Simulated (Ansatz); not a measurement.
A (100) slab of TaC (Fm-3m (No. 225)), 5 planes, outer planes TaC (top) and TaC (bottom), with 10 atoms (Ta5C5) in a surface cell of A = 9.954 Å², as cut from the bulk:

```yaml
crystal:
  lattice:
    - [3.15505, 0.00000, 0.00000]
    - [0.00000, 3.15505, 0.00000]
    - [0.00000, 0.00000, 23.92382]
  atoms:
    - { symbol: Ta, position: [0.50000, 0.50000, 0.31350] }
    - { symbol: C, position: [0.00000, 0.00000, 0.31350] }
    - { symbol: Ta, position: [0.00000, 0.00000, 0.40675] }
    - { symbol: C, position: [0.50000, 0.50000, 0.40675] }
    - { symbol: Ta, position: [0.50000, 0.50000, 0.50000] }
    - { symbol: C, position: [0.00000, 0.00000, 0.50000] }
    - { symbol: Ta, position: [0.00000, 0.00000, 0.59325] }
    - { symbol: C, position: [0.50000, 0.50000, 0.59325] }
    - { symbol: Ta, position: [0.50000, 0.50000, 0.68650] }
    - { symbol: C, position: [0.00000, 0.00000, 0.68650] }
```

Level of theory: DFT r2SCAN, scalar-relativistic, plane waves, PAW (Ansatz). Plane waves to 500 eV, a k mesh through Γ of 11×11×1 on the computed 10-atom cell and Gaussian smearing (0.10 eV); no spin polarisation.

Against the same 10 atoms in the bulk, the slab as cut lies 2.599 eV higher and the relaxed slab 2.096 eV higher.

Task: Work out the surface energy before and after relaxation.

Result: The slab has two faces, so γ = (E_slab − N·E_bulk)/(2A), the mean of both. As cut: 2.599/(2 × 9.954) = 0.1306 eV/Å², and 1 eV/Å² = 16.02 J/m², so γ = 2.09 J/m². Relaxed: 2.096/(2 × 9.954) = 0.1053 eV/Å² = 1.69 J/m². Relaxation recovers 19 % of the cost of cutting.

Task: What is the ideal work of this cut, per area?

Result: Griffith's ideal work is 2γ: 4.18 J/m² if the new faces stay rigid, 3.37 J/m² if they relax. One thickness was run, 5 planes, so γ can still shift with it.